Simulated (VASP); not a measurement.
# Al (Fm-3m) in VASP: further runs

The runs below take Al through single point, with PBE.

Program: VASP 6.6.1. These are calculated values, not measurements. Logs are shortened: lines on timing, memory, paths and dates and some standing lists are left out, and cuts for length are marked.

### 1 The crystal as given

Symmetry: Fm-3m, No. 225, cubic system. The conventional cell has a = 4.050 Å, b = 4.050 Å, c = 4.050 Å, α = 90.00°, β = 90.00°, γ = 90.00°. Al (site symmetry m-3m) is surrounded by 12 Al at 2.86 Å.

### 2 Single point, PBE

Contents of INCAR:

```
SYSTEM = Al
PREC = Accurate
ENCUT = 500
EDIFF = 1E-7
ISMEAR = -1
SIGMA = 0.1
LREAL = .False.
LASPH = .True.
NELM = 100
ALGO = Normal
ISIF = 2
LWAVE = .False.
LCHARG = .False.
GGA = PE
NBANDS = 8
ADDGRID = .False.
```

Contents of KPOINTS:

```
regular mesh
0
Gamma
  15 15 15
  0 0 0
```

Contents of POSCAR:

```
Al
1.0
   -0.0142710000      2.0302060000      1.9470980000
    2.0319350000     -0.0386130000      1.9714400000
    2.0296090000      2.0522230000     -0.0362870000
Al
1
Direct
    0.0259050000     -0.0062880000     -0.0081470000
```

Potentials or basis: VASP PAW PBE potentials, release 64 (Al).

The run is started by

```
cat potpaw_PBE.64/Al/POTCAR > POTCAR
mpirun -np 1 vasp_std > vasp.out
```

OUTCAR:

```text
SYSTEM = Al
   PREC = Accurate
   ENCUT = 500
   EDIFF = 1E-7
   ISMEAR = -1
   LREAL = .False.
   LASPH = .True.
   NELM = 100
   ISIF = 2
   GGA = PE

 Found   1688 irreducible k-points:

 Following reciprocal coordinates:
            Coordinates               Weight
  0.000000  0.000000  0.000000      1.000000
  0.066667  0.000000  0.000000      2.000000
  0.133333 -0.000000 -0.000000      2.000000
  0.200000  0.000000 -0.000000      2.000000
  0.266667 -0.000000 -0.000000      2.000000
  0.333333  0.000000 -0.000000      2.000000
   k-points           NKPTS =   1688   k-points in BZ     NKDIM =   1688   number of bands    NBANDS=      8
   number of dos      NEDOS =    301   number of ions     NIONS =      1
   total plane-waves  NPLWV =  13824
   dimension x,y,z NGX =    24 NGY =   24 NGZ =   24
   dimension x,y,z NGXF=    48 NGYF=   48 NGZF=   48
   ions per type =               1
   NGX,Y,Z   is equivalent  to a cutoff of  14.18, 14.09, 13.82 a.u.
   NGXF,Y,Z  is equivalent  to a cutoff of  28.37, 28.18, 27.64 a.u.
 SYSTEM =  Al
   PREC   = accura    normal or accurate (medium, high low for compatibility)
   ISTART =      0    job   : 0-new  1-cont  2-samecut
   ICHARG =      2    charge: 1-file 2-atom 10-const
   ISPIN  =      1    spin polarized calculation?
   LNONCOLLINEAR =      F non collinear calculations
   LSORBIT =      F    spin-orbit coupling
   LASPH  =      T    aspherical Exc in radial PAW
   ENCUT  =  500.0 eV  36.75 Ry    6.06 a.u.   5.13  5.16  5.26*2*pi/ulx,y,z
   NELM   =    100;   NELMIN=  2; NELMDL= -5     # of ELM steps
   EDIFF  = 0.1E-06   stopping-criterion for ELM
   LREAL  =      F    real-space projection
   EDIFFG = 0.1E-05   stopping-criterion for IOM
   NSW    =      0    number of steps for IOM
   IBRION =     -1    ionic relax: 0-MD 1-quasi-New 2-CG
   NFREE  =      0    steps in history (QN), initial steepest desc. (CG)
   ISIF   =      2    stress and relaxation
   ISYM   =      2    0-nonsym 1-usesym 2-fastsym
   POTIM  = 0.5000    time-step for ionic-motion
   TEBEG  =    0.0;   TEEND  =   0.0 temperature during run
   PSTRESS=    0.0 pullay stress
   NELECT =       3.0000    total number of electrons
   NUPDOWN=      -1.0000    fix difference up-down
   EMIN   =  10.00;   EMAX   =-10.00  energy-range for DOS
   EFERMI =   0.00;   METHOD = LEGACY
   ISMEAR =    -1;   SIGMA  =   0.10  broadening in eV -4-tet -1-fermi 0-gaus
   EFERMI_NEDOS =   21; number of points for ismear=-14 and -15
   IALGO  =     38    algorithm
   IMIX   =      4    mixing-type and parameters
     AMIX     =   0.40;   BMIX     =  1.00
     AMIX_MAG =   1.60;   BMIX_MAG =  1.00
  volume/ion in A,a.u.               =      16.60       112.04
  Fermi-wavevector in a.u.,A,eV,Ry     =   0.925526  1.748991 11.654732  0.856599
  Thomas-Fermi vector in A             =   2.051390
   LORBIT       =      0    0 simple, 1 ext, 2 COOP (PROOUT), +10 PAW based schemes
   GGA     = PE    functional components
   LHFCALC =     F    Hartree Fock is set to
   AEXX    =    0.0000 exact exchange contribution
   IVDW    =     0    specifies the selected vdW correction
   LEPSILON=     F    determine dielectric tensor
   LRPA    =     F    only Hartree local field effects (RPA)
 non-spin polarized calculation
  energy-cutoff  :      500.00
  volume of cell :       16.60
 maximum number of plane-waves:       436
 NGX is ok and might be reduce to    24
   NGX = 11   NGY = 11   NGZ = 11

 number of electron       3.0000000 magnetization

 Free energy of the ion-electron system (eV)
  ---------------------------------------------------
  ext. energy  EPLUGINS =         0.00000000
  ---------------------------------------------------
  free energy    TOTEN  =        -3.74752349 eV

  energy without entropy =       -3.73374091  energy(sigma->0) =       -3.74063220

 E-fermi :   7.9765     XC(G=0): -10.1738

 val. band max:        7.9760880336   @ k =  -0.2667   0.2000   0.1333
 cond. band min:       7.9770531280   @ k =  -0.2667  -0.4667   0.0667
 fundamental gap:      0.0009650945
 Fermi energy:         7.9764658415

 k-point     1 :       0.0000    0.0000    0.0000
  band No.  band energies     occupation
      1      -3.1566      2.00000
      2      20.0452      0.00000
      3      20.4253      0.00000
      4      21.1326      0.00000
      5      21.4462      0.00000
      6      21.8566      0.00000
      7      22.4954      0.00000
      8      24.5318      0.00000

 k-point     2 :       0.0667    0.0000    0.0000
  band No.  band energies     occupation
      1      -3.0349      2.00000
      2      18.7361      0.00000
      3      19.6670      0.00000
      4      20.3609      0.00000
      5      22.0555      0.00000
      6      22.4184      0.00000
      7      23.1382      0.00000
      8      25.7854      0.00000

 k-point     3 :       0.1333   -0.0000   -0.0000
  band No.  band energies     occupation
      1      -2.6704      2.00000
      2      16.0765      0.00000
      3      19.0476      0.00000
      4      19.7214      0.00000
      5      22.5047      0.00000
      6      23.1302      0.00000
      7      23.9375      0.00000
      8      24.8590      0.00000

 k-point     4 :       0.2000    0.0000   -0.0000
  band No.  band energies     occupation
      1      -2.0649      2.00000
      2      13.4248      0.00000
      3      18.5673      0.00000
      4      19.2529      0.00000
      5      22.3031      0.00000
      6      22.8814      0.00000
      7      23.8630      0.00000
      8      25.1368      0.00000

 k-point     5 :       0.2667   -0.0000   -0.0000
  band No.  band energies     occupation
      1      -1.2215      2.00000
      2      10.9060      0.00000
      3      18.2650      0.00000
      4      18.9812      0.00000
      5      21.6706      0.00000
      6      22.1717      0.00000
      7      22.7492      0.00000
      8      26.4115      0.00000

 k-point     6 :       0.3333    0.0000   -0.0000
  band No.  band energies     occupation
      1      -0.1444      2.00000
      2       8.5586      0.00591
      3      18.1529      0.00000
      4      18.9118      0.00000
      5      20.6058      0.00000
      6      21.6352      0.00000
      7      22.1702      0.00000
      8      25.2697      0.00000

 [... further k-points ...]

------------------------ aborting loop because EDIFF is reached ----------------------------------------

  FORCE on cell =-STRESS in cart. coord.  units (eV):
  Direction    XX          YY          ZZ          XY          YZ          ZX
  --------------------------------------------------------------------------------------
  -------------------------------------------------------------------------------------
  Total       -0.1187356     -0.0952485      0.1029785      0.0000628      0.1066365      0.0337764
  in kB      -11.4580802     -9.1915538      9.9375041      0.0060604     10.2905093      3.2594453
  external PRESSURE =      -3.5707100 kB  Pullay stress =       0.0000000 kB

 VOLUME and BASIS-vectors are now :
 -----------------------------------------------------------------------------
  energy-cutoff  :      500.00
  volume of cell :       16.60
      direct lattice vectors                 reciprocal lattice vectors
    -0.014271000  2.030206000  1.947098000    -0.243600396  0.245440565  0.255882689
     2.031935000 -0.038613000  1.971440000     0.245113160 -0.237992671  0.249947439
     2.029609000  2.052223000 -0.036287000     0.245598817  0.239991210 -0.248434673

 POSITION                                       TOTAL-FORCE (eV/Angst)
 -----------------------------------------------------------------------------------
      4.03186      2.04973      1.97349        -0.000000     -0.000000      0.000000
 -----------------------------------------------------------------------------------
    total drift:                                0.000000     -0.000000      0.000000

  FREE ENERGIE OF THE ION-ELECTRON SYSTEM (eV)
  ---------------------------------------------------
  free  energy   TOTEN  =        -3.7475234923 eV

  energy  without entropy=       -3.7337409106  energy(sigma->0) =       -3.74063220
```

OSZICAR:

```text
N       E                     dE             d eps       ncg     rms          rms(c)
DAV:   1    -0.242032841276E+01   -0.24203E+01   -0.83177E+02 27080   0.195E+02
DAV:   2    -0.376317259884E+01   -0.13428E+01   -0.12998E+01 37632   0.182E+01
DAV:   3    -0.376990032440E+01   -0.67277E-02   -0.67236E-02 34576   0.144E+00
DAV:   4    -0.376991705555E+01   -0.16731E-04   -0.16731E-04 42360   0.630E-02
DAV:   5    -0.376991709942E+01   -0.43874E-07   -0.43364E-07 35160   0.176E-03    0.129E+00
DAV:   6    -0.375696697797E+01    0.12950E-01   -0.16846E-03 35408   0.195E-01    0.752E-01
DAV:   7    -0.374753078171E+01    0.94362E-02   -0.50486E-03 35200   0.316E-01    0.146E-01
DAV:   8    -0.374752541394E+01    0.53678E-05   -0.13954E-05 38504   0.264E-02    0.823E-03
DAV:   9    -0.374752388133E+01    0.15326E-05   -0.83863E-07 38800   0.401E-03    0.691E-04
DAV:  10    -0.374752352797E+01    0.35336E-06   -0.43204E-09 35280   0.425E-04    0.262E-04
DAV:  11    -0.374752349230E+01    0.35670E-07   -0.15214E-10 19520   0.718E-05
   1 F= -.37475235E+01 E0= -.37406322E+01  d E =-.137826E-01
```

stdout:

```text
POSCAR found type information on POSCAR Al
 POSCAR found :  1 types and       1 ions
 scaLAPACK will be used
 LDA part: xc-table for (Slater+PW92), standard interpolation
 POSCAR, INCAR and KPOINTS ok, starting setup
 FFT: planning ... GRIDC
 FFT: planning ... GRID_SOFT
 FFT: planning ... GRID
 WAVECAR not read
 entering main loop
```

It took 62 s on 1 thread of Intel Xeon 6975P-C (Granite Rapids), shared host; peak memory 0.28 GiB.

These settings aren't checked as converged: the numbers below hold their error.

Results:

| Property | Result |
| --- | --- |
| Free energy | -3.7475 eV |
| Pressure | -0.4 GPa |
| Band gap on the k mesh | none (metal or under the smearing width) |

[end of part 1 of 2]
